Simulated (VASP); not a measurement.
Input of a VASP 6.6.1 run:

File INCAR:

```
ALGO = Normal
EDIFF = 1E-6
EDIFFG = -0.01
ENCUT = 600
GGA = PE
IBRION = 2
ISIF = 3
ISMEAR = 0
LASPH = True
LCHARG = False
LREAL = False
LWAVE = False
NELM = 80
NSW = 90
PREC = Accurate
SIGMA = 0.03
```

Contents of KPOINTS:

```
k-points
0
Gamma
  9 9 5
```

The input POSCAR:

```
ZnO
1.0
    3.2493080000      0.0000000000      0.0000000000
   -1.6246540000      2.8139832727      0.0000000000
    0.0000000000      0.0000000000      5.2057090000
Zn O
2 2
Direct
    0.3333333333      0.6666666667      0.5000000000
    0.6666666667      0.3333333333      0.0000000000
    0.6666666667      0.3333333333      0.3790100000
    0.3333333333      0.6666666667      0.8790100000
```

Potentials or basis: VASP PAW PBE potentials, release 64 (Zn, O).

Launch:

```bash
$ cat potpaw_PBE.64/Zn/POTCAR potpaw_PBE.64/O/POTCAR > POTCAR
$ mpirun -np 1 vasp_std > vasp.out
```

Problem. Estimate the relaxed cell.

Solution. a = 3.286 Å, b = 3.286 Å, c = 5.300 Å, α = 90.00°, β = 90.00°, γ = 120.00°.

Problem. Predict the band gap on the k mesh.

Solution. 0.72 eV, direct.

Problem. Predict the relaxed volume.

Solution. 12.39 Å³/atom.

Problem. What does it give for the space group after relaxing (to 0.05 Å)?

Solution. P6_3mc (No. 186).

Step by step:
```
step  energy change (eV)  largest force (eV/Å)  pressure (GPa)  volume (Å³)
   1              0.0000                0.0741            5.83        47.60
   2             -0.0270                0.0268           -2.61        50.64
   3             -0.0357                0.0011           -0.01        49.59
   4             -0.0357                0.0022           -0.06        49.63
   5             -0.0357                0.0108           -0.01        49.62
   6             -0.0357                0.0152           -0.10        49.62
   7             -0.0358                0.0116           -0.01        49.57
   8             -0.0357                0.0100            0.08        49.54
   9             -0.0357                0.0103            0.14        49.54
  10             -0.0358                0.0109            0.11        49.56
  11             -0.0358                0.0125            0.00        49.56
  12             -0.0358                0.0103            0.12        49.56
  13             -0.0358                0.0121            0.06        49.56
  14             -0.0358                0.0025            0.06        49.57
```

As with any semilocal functional, this PBE gap is likely too small. Zero-point motion and thermal expansion aren't in these numbers.
